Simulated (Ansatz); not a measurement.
# NiO2 (R-3m) in Ansatz: elastic constants with LDA

Aim: the elastic constants of NiO2 with LDA.

Program: Ansatz 0.2.0. These are calculated values, not measurements. Logs are shortened: lines on timing, memory, paths and dates and some standing lists are left out, and cuts for length are marked.

## Step 1: The crystal as given

The structure is trigonal, space group R-3m (No. 166). The conventional cell has a = 2.804 Å, b = 2.804 Å, c = 20.923 Å, α = 90.00°, β = 90.00°, γ = 120.00°. Ni (site symmetry -3m) is surrounded by 6 O at 1.88 Å. Around O (site symmetry 3m) lie 3 Ni at 1.88 Å.

The cell comes from a database or a generator and needn't be the stable form of this composition.

## Step 2: Elastic constants, LDA, collinear spin, ferromagnetic start

input.yaml

```yaml
crystal:
  lattice:
    - [1.4021288975, 0.8095194964, 6.9742947559]
    - [-1.4021288975, 0.8095194964, 6.9742947559]
    - [0.0, -1.6190389928, 6.9742947559]
  atoms:
    - { symbol: Ni, position: [0.0, 0.0, 0.0], spin: 1.0 }
    - { symbol: O, position: [0.378789, 0.378789, 0.378789] }
    - { symbol: O, position: [0.621211, 0.621211, 0.621211] }
hamiltonian:
  xc: lda
  pseudopotentials: { kind: paw }
magnetization:
  spin_polarized: true
kpoints:
  mp_grid: { grid: [8, 8, 8] }
scf:
  occupations: { method: gaussian, width: 0.01 }
output:
  forces: true
  stress: true
elastic:
  mode: relaxed_ion
  stencil: two_point
```

Potentials or basis: Ansatz PAW.

Command:

```bash
$ ansatz run input.yaml --threads 2 --pin off --max-ram 5632MiB --backend cpu --events-out ev --progress --plain --runs-dir out
```

The log of the run:

```text
Warning: RAYON_NUM_THREADS=2 ignored (pool sized by the plan → 2); use --threads N
Engine: ansatz 0.2.0, aarch64-unknown-linux-gnu
Pseudopotentials: kind: paw
Pseudopotential: Ni, paw, valence charge 18, recommended cutoff 420 eV (normal), Ni.paw.azcp
Pseudopotential: O, paw, valence charge 6, recommended cutoff 420 eV (normal), O.paw.azcp
Functional definition: SPW92
  exchange = slater_x
  correlation = pw_c
Crystal: 3 atoms, lattice volume = 47.497 Å³
Basis set: ecut = 420 eV, 941 PW (Γ)
Bands: 20, of which v1, the nominal top of the filled ones, is band 15 counted from 1 (14 counted from 0)
Symmetry: 12 space group operations
Space group: R-3m (ITA 166), of the structure as read, at distance tolerance 3.6e-5 Å
Magnetic group: BNS 166.97 (UNI 1327), of the structure as read, at distance tolerance 3.6e-5 Å
k-points: 65 of 512
Non-local potential: Ni, projectors of the file, l = 0: 3, l = 1: 2, l = 2: 3, l = 3: 1
Non-local potential: O, projectors of the file, l = 0: 2, l = 1: 2, l = 2: 1
PAW form: soft (Blöchl's): semilocal exchange-correlation on the pseudo side does not see the compensation charge
PAW frozen core: Ni, regenerated for the run's functional, and the local potential with it (the file was generated under x = pbe(κ = 0.804, μ = 0.2195149727645171), c = pbe(β = 0.06672455060314922))
PAW frozen core: O, regenerated for the run's functional, and the local potential with it (the file was generated under x = pbe(κ = 0.804, μ = 0.2195149727645171), c = pbe(β = 0.06672455060314922))
PAW one-centre angular grid: Ni, 590 points (default); XC on 64 Gauss nodes
PAW one-centre angular grid: O, 110 points (default); XC on 64 Gauss nodes
Initial density: superposition of atomic densities (chi_scale 0.1, normalization cell, long waves kept (reshape's long-wave potential 0.55 eV rms))
Starting moments: Σ|m| = 1 μB on 1 of 3 sites
Initial wavefunctions: pseudopotential atomic-orbital guess
Functional: x = slater, c = lda
SCF 1 converged in 12 iterations: F = -6880.892794 eV  dr2 = 4.45e-9
Bands: 19, of which v1, the nominal top of the filled ones, is band 15 counted from 1 (14 counted from 0)
Initial density: read from a saved state, or passed on in memory by an earlier SCF of this step, an earlier step, the calling program or the single point that the run made first
Stability of the state it starts from, as read at its close in the collinear treatment: not read negative (Ritz values of 1 − χ₀K, real part plus size of imaginary part, from 0.72 to 0.81, by its mixing steps under the symmetry group of the SCF that read it); its run was given moments
iter 1 solved again at ethr=7.24e-8 eV; its pass at ethr=3.10e-3 eV (dr2=2.17e-5 eV) is discarded
SCF iter   1: F=—  HF=-6880.892742 eV  |F-HF|=—  |Δ(HF+E_count)|=         —  Δρ=2.34e-6 (↑2.34e-6 ↓2.34e-6)  dr2=5.98e-9  dr2_m=0.00e0  M=0.000 μB ∫|m|=0.000 μB  β_m=0.30  ethr=7.24e-8  ⟨swp⟩=4.6  Hψ=11052  notcnv=0
preconditioner: auto → none  [insulator: Δε(μ)=1.181 eV  Ē_g=12.051 eV  σ=0.010 eV  W_gap=1.00  n_scr=4 (ndim 8)  ℏωp=25.3 eV  f_vac=0.434  D(μ)=0.00/eV (n_scr^D=0)  ε∞_Penn≈5.4]
SCF iter   2: F=—  HF=-6880.892794 eV  |F-HF|=—  |Δ(HF+E_count)|=   5.25e-5  Δρ=3.94e-6 (↑3.94e-6 ↓3.94e-6)  dr2=2.31e-8  dr2_m=0.00e0  M=0.000 μB ∫|m|=0.000 μB  β_m=0.30  ethr=1.99e-11  ⟨swp⟩=3.1  Hψ=2961  notcnv=0
SCF iter   3: F=—  HF=-6880.892794 eV  |F-HF|=—  |Δ(HF+E_count)|=   2.43e-9  Δρ=3.13e-7 (↑3.13e-7 ↓3.13e-7)  dr2=8.42e-11  dr2_m=0.00e0  M=0.000 μB ∫|m|=0.000 μB  β_m=0.32  ethr=1.99e-11  ⟨swp⟩=2.5  Hψ=1722  notcnv=0
SCF iter   4: F=—  HF=-6880.892794 eV  |F-HF|=—  |Δ(HF+E_count)|=  2.91e-11  Δρ=1.40e-7 (↑1.40e-7 ↓1.40e-7)  dr2=1.96e-11  dr2_m=0.00e0  M=0.000 μB ∫|m|=0.000 μB  β_m=0.41  ethr=2.81e-13 (applied; sched 1.00e-12)  ⟨swp⟩=2.0  Hψ=1948  notcnv=0
SCF iter   5: F=—  HF=-6880.892794 eV  |F-HF|=—  |Δ(HF+E_count)|=  4.55e-12  Δρ=2.52e-8 (↑2.52e-8 ↓2.52e-8)  dr2=6.46e-13  dr2_m=0.00e0  M=0.000 μB ∫|m|=0.000 μB  β_m=0.51  ethr=6.53e-14 (applied; sched 1.00e-12)  ⟨swp⟩=2.3  Hψ=2036  notcnv=0
SCF iter   6: F=-6880.892794 eV  HF=-6880.892794 eV  |F-HF|=3.64e-12  |Δ(HF+E_count)|=  1.82e-12  Δρ=8.75e-9 (↑8.75e-9 ↓8.75e-9)  dr2=8.32e-14  dr2_m=0.00e0  M=0.000 μB ∫|m|=0.000 μB  ethr=1.00e-12  ⟨swp⟩=5.1  Hψ=4636  notcnv=0
SCF 2 converged in 6 iterations: F = -6880.892794 eV  dr2 = 8.32e-14
relax step   1: F+E_penalty+E_count = -6880.89279405 eV  Δ(F+E_penalty+E_count) = +0.000e0 eV  max|allowed force component| = 9.749e-1 eV/Å  Δτ_max = 0.0000 Å  (6 SCF iters, accepted)
Initial density: handed on by an earlier stage of this run
Initial wavefunctions: pseudopotential atomic-orbital guess (no wavefunctions were taken with the density)
SCF iter   1: F=—  HF=-6882.343611 eV  |F-HF|=—  |Δ(HF+E_count)|=         —  Δρ=5.14e-2 (↑5.14e-2 ↓5.14e-2)  dr2=5.62e0  dr2_m=0.00e0  M=0.000 μB ∫|m|=0.000 μB  β_m=0.30  ethr=3.10e-3  ⟨swp⟩=6.5  Hψ=6601  notcnv=0
preconditioner: auto → none  [insulator: Δε(μ)=0.790 eV  Ē_g=12.734 eV  σ=0.010 eV  W_gap=1.00  n_scr=4 (ndim 8)  ℏωp=25.3 eV  f_vac=0.434  D(μ)=0.00/eV (n_scr^D=0)  ε∞_Penn≈4.9]
[... 336 lines left out ...]
SCF iter   2: F=—  HF=-6880.945073 eV  |F-HF|=—  |Δ(HF+E_count)|=  9.55e-11  Δρ=1.40e-6 (↑1.40e-6 ↓1.40e-6)  dr2=2.65e-9  dr2_m=0.00e0  M=0.000 μB ∫|m|=0.000 μB  β_m=0.22  ethr=2.09e-12  ⟨swp⟩=2.6  Hψ=5811  notcnv=0  recentre
SCF iter   3: F=—  HF=-6880.945073 eV  |F-HF|=—  |Δ(HF+E_count)|=  2.76e-10  Δρ=3.72e-7 (↑3.72e-7 ↓3.72e-7)  dr2=7.27e-11  dr2_m=0.00e0  M=0.000 μB ∫|m|=0.000 μB  β_m=0.30  ethr=2.09e-12  ⟨swp⟩=2.2  Hψ=4106  notcnv=0
SCF iter   4: F=—  HF=-6880.945073 eV  |F-HF|=—  |Δ(HF+E_count)|=  1.46e-11  Δρ=1.11e-7 (↑1.11e-7 ↓1.11e-7)  dr2=7.65e-12  dr2_m=0.00e0  M=0.000 μB ∫|m|=0.000 μB  β_m=0.40  ethr=2.42e-13 (applied; sched 1.00e-12)  ⟨swp⟩=2.1  Hψ=4167  notcnv=0
SCF iter   5: F=—  HF=-6880.945073 eV  |F-HF|=—  |Δ(HF+E_count)|=    0.00e0  Δρ=3.34e-8 (↑3.34e-8 ↓3.34e-8)  dr2=7.82e-13  dr2_m=0.00e0  M=0.000 μB ∫|m|=0.000 μB  β_m=0.47  ethr=2.55e-14 (applied; sched 1.00e-12)  ⟨swp⟩=2.1  Hψ=4204  notcnv=0
SCF iter   6: F=-6880.945073 eV  HF=-6880.945073 eV  |F-HF|=4.55e-12  |Δ(HF+E_count)|=  9.09e-13  Δρ=6.08e-9 (↑6.08e-9 ↓6.08e-9)  dr2=2.23e-14  dr2_m=0.00e0  M=0.000 μB ∫|m|=0.000 μB  ethr=1.00e-12  ⟨swp⟩=3.2  Hψ=11661  notcnv=0
SCF 32 converged in 6 iterations: F = -6880.945073 eV  dr2 = 2.23e-14
relax step   3: F+E_penalty+E_count = -6880.94507303 eV  Δ(F+E_penalty+E_count) = -7.149e-10 eV  max|allowed force component| = 3.656e-7 eV/Å  Δτ_max = 0.0000 Å  (6 SCF iters, accepted)
iter 1 solved again at ethr=1.00e-12 eV; its pass at ethr=3.10e-3 eV (dr2=2.58e-12 eV) is discarded
SCF iter   1: F=—  HF=-6880.945073 eV  |F-HF|=—  |Δ(HF+E_count)|=         —  Δρ=6.11e-9 (↑6.11e-9 ↓6.11e-9)  dr2=2.21e-14  dr2_m=0.00e0  M=0.000 μB ∫|m|=0.000 μB  β_m=0.30  ethr=1.00e-12  ⟨swp⟩=2.5  Hψ=15920  notcnv=0
SCF iter   2: F=-6880.945073 eV  HF=-6880.945073 eV  |F-HF|=1.82e-12  |Δ(HF+E_count)|=  3.64e-12  Δρ=6.05e-9 (↑6.05e-9 ↓6.05e-9)  dr2=4.12e-14  dr2_m=0.00e0  M=0.000 μB ∫|m|=0.000 μB  ethr=1.00e-12  ⟨swp⟩=5.0  Hψ=10686  notcnv=0
SCF 33 converged in 2 iterations: F = -6880.945073 eV  dr2 = 4.12e-14
SCF converged after 10 iterations
Magnetization: 0.0000 μB (15.0000 up, 15.0000 down)
Absolute magnetization: 0.0000 μB (∫|ρ↑−ρ↓|)
Spin contamination: 0.0000 ħ² per cell (⟨S²⟩ above its minimum at these occupations)
Per-site moments (μB) at R_I (Å): [(0.0, 0.763779975398316), (0.0, 0.7637799753983165), (0.0, 0.763779975398316)]
Free energy (F): -6880.945023 eV
Harris-Foulkes:  -6880.945023 eV  (|F-HF|=5.46e-12)
Internal energy: -6880.945023 eV  (E = F + TS)
E sigma→0 (E₀):  -6880.945023 eV
Fermi energy:    2.368504 eV
--- Per-component energies (eV) ---
  E_band       = -665.379129
  E_kinetic    = 623.322054
  E_local      = -10174.520770  (includes V_loc(G=0)·N_el)
  E_nonlocal   = 728.575635
  E_hartree    = 4514.352429
  E_xc         = -228.273018
  E_vxc        = -294.231781  (∫ρ·V_xc dr)
  E_paw        = -1845.156589  (= ΣΔE_a)
  E_vpaw       = -577.234022  (= ΣTr[D̂ρ^β])
  E_aug_tail   = 0.004889  (compensation charges beyond the density's cutoff)
  E_ewald      = -499.877617
  E_core_change = 0.627963  (= ΣΔE_core)
  E_smearing   = -0.000000  (= −TS)
  E_closure    = 0.000000  (closes the sum)
  Σ components = -6880.945023   (vs F -6880.945023, Δ=0.00e0)
--- Forces (eV/Å), atoms counted from 1 ---
  atom   1  Ni    -0.00000000     0.00000000    -0.00000000
  atom   2  O      0.00000000    -0.00000000     0.00000002
  atom   3  O      0.00000000     0.00000000    -0.00000002
  max |Σ_I F_I| component: 3.94e-31 eV/Å
--- Stress (GPa, compression-positive) ---
       -4.642152       0.000000       0.000000
        0.000000      -4.642152      -0.000000
        0.000000      -0.000000      -0.030977
  P = ⅓ Tr σ = -3.1051 GPa (-31.051 kbar)
--- Band table (eV; the first three rows and the last of 130) ---
  k-point 0 ↑: bands = ["-101.6058", "-62.5045", "-62.5045", "-62.1355", "-17.8185", "-15.0819", "-4.1045", "-4.1045", "-3.6722", "-0.3280", "-0.3280", "0.3710", "0.6122", "0.6122", "1.7325", "4.1627", "4.1627", "8.6282", "11.8413"]
  k-point 1 ↑: bands = ["-101.6051", "-62.5123", "-62.5063", "-62.1344", "-17.6041", "-15.1106", "-4.1860", "-3.9685", "-3.4667", "-1.0490", "-0.7517", "0.4291", "0.7789", "0.8946", "1.7682", "3.6647", "4.0442", "9.1322", "12.2537"]
  k-point 2 ↑: bands = ["-101.6034", "-62.5311", "-62.5109", "-62.1317", "-17.0309", "-15.2027", "-4.2720", "-3.6331", "-3.0935", "-2.2791", "-1.2737", "0.3215", "0.9314", "1.1423", "1.4760", "2.9686", "3.9204", "10.3676", "13.1596"]
  k-point 64 ↓: bands = ["-101.6058", "-62.5044", "-62.5044", "-62.1355", "-17.8184", "-15.0825", "-4.1044", "-4.1044", "-3.6604", "-0.3280", "-0.3280", "0.3240", "0.6123", "0.6123", "1.7479", "4.1628", "4.1628", "9.3455", "10.2170"]
--- Elastic constants: 3 strain directions × 2 members + reference (group order 12) ---
  dense FFT box of the reference and of every strained cell: 48×48×48
  strains applied: 11, 33, 23; error gains: componentwise 1.00 (the most a stress slope's error grows in a printed constant), spectral 1.41 (1 for all six strains in a standard setting)
  reference relaxed by the batch: 6 steps; max|allowed force component| 9.75e-1 eV/Å at the deck's positions, 1.03e-7 at the last accepted step, 2.05e-8 by the solve of record
  largest displacement 5.3e-2 Å; the constants are those of the deck's cell at these positions:
  atoms:
    - { symbol: Ni, position: [-3.003737512233409e-35, -1.910335100147633e-35, -2.457036306190521e-35] }
    - { symbol: O, position: [0.37627110299990374, 0.37627110299990374, 0.37627110299990374] }
    - { symbol: O, position: [0.6237288970000964, 0.6237288970000964, 0.6237288970000964] }
  C = ∂σ_k/∂η_j (tension-positive GPa; Voigt order 11 22 33 23 13 12):
       210.577     42.097     -4.535     -0.071      0.000      0.000
        42.097    210.577     -4.535      0.071      0.000      0.000
         0.077      0.077     -0.229      0.000      0.000      0.000
        -0.005      0.005     -0.000      2.469      0.000      0.000
        -0.000      0.000      0.000     -0.000      2.469     -0.005
         0.000     -0.000      0.000     -0.000     -0.071     84.240
  reference stress σ⁰ (GPa):      4.642      4.642      0.031      0.000     -0.000     -0.000
  C* (energy form; C + prestress term) asymmetry max|C*_kj − C*_jk| = 6.551e-2 GPa — a small one proves nothing (zero by symmetry where the batch's group is 432, −43m or m−3m); a large one is finite-difference/SCF noise where every solve meets its electron count
  the layer in its plane, per area (N/m: the tensor there times 6.9743 Å, the cell's volume per area; the error gains are the tensor's), 1 along (0.500, 0.866, 0.000), 2 along (-0.866, 0.500, 0.000):
    C11 = 146.86   C22 = 146.86   C12 = 29.36   C66 = 58.75   C16 = 0.00   C26 = 0.00
  moduli of the layer (Voigt/Reuss/Hill, N/m): K = 88.11/88.11/88.11   G = 58.75/58.75/58.75   E = 140.99   ν = 0.200
  mechanically stable in its plane: yes (min eigenvalue of those constants = 58.75 N/m; a buckling out of the plane is not judged)
  strain η (Voigt 11):  stress-route row diagonal C_11 = 210.58 GPa, energy-path curvature d²(F+E_count+ΔE)/dδ²/Ω₀ = 212.49 GPa
         δ    σ_11 (GPa)             F (eV)   n_scf  n_hpsi   n_pw
    -2.000e-3       4.2198       -6880.9476763       2   28896    946   relax 4 steps, max|allowed force component| 2.33e-6 eV/Å
     2.000e-3       5.0621       -6880.9421326       2   28962    954   relax 3 steps, max|allowed force component| 2.92e-7 eV/Å
  strain η (Voigt 33):  stress-route row diagonal C_33 = -0.23 GPa, energy-path curvature d²(F+E_count+ΔE)/dδ²/Ω₀ = -0.52 GPa
         δ    σ_33 (GPa)             F (eV)   n_scf  n_hpsi   n_pw
    -2.000e-3       0.0312       -6880.9451088       2   12531    942   relax 2 steps, max|allowed force component| 1.91e-5 eV/Å
     2.000e-3       0.0302       -6880.9450105       2   12485    954   relax 3 steps, max|allowed force component| 2.87e-7 eV/Å
  strain η (Voigt 23):  stress-route row diagonal C_44 = 2.47 GPa, energy-path curvature d²(F+E_count+ΔE)/dδ²/Ω₀ = 1.02 GPa
         δ    σ_23 (GPa)             F (eV)   n_scf  n_hpsi   n_pw
    -2.000e-3      -0.0049       -6880.9450563       2   28926    950   relax 4 steps, max|allowed force component| 3.64e-8 eV/Å
     2.000e-3       0.0050       -6880.9450730       2   29016    950   relax 3 steps, max|allowed force component| 3.66e-7 eV/Å
```

It took 76 s on 2 threads of Arm Neoverse V2, shared host; peak memory 0.55 GiB.

Results:

```
Free energy            : -6880.9450 eV
Pressure               : -3.1 GPa
Band gap on the k mesh : 1.17 eV, indirect (least direct gap 1.47 eV)
Net moment             : 0.00 μB per cell
Absolute moment        : 0.00 μB per cell
Voigt bulk modulus     : 55 GPa
```

Elastic tensor in Voigt notation (GPa, in the Cartesian axes of the cell as first typed):
```
211  42  -5   0   0   0
 42 211  -5   0   0   0
  0   0   0   0   0   0
  0   0   0   2   0   0
  0   0   0   0   2   0
  0   0   0   0   0  84
```

Caveat: the cell is more than 3 GPa from zero pressure, which shifts response properties; the elastic tensor has a negative eigenvalue, so either the cell is unstable as it stands or the mesh is too thin; the pressure holds a Pulay correction of +0.8 GPa for the finite cutoff; the PAW data sets come from PBE, with cores solved anew for the run's functional, which leaves a small shift of forces and pressure.
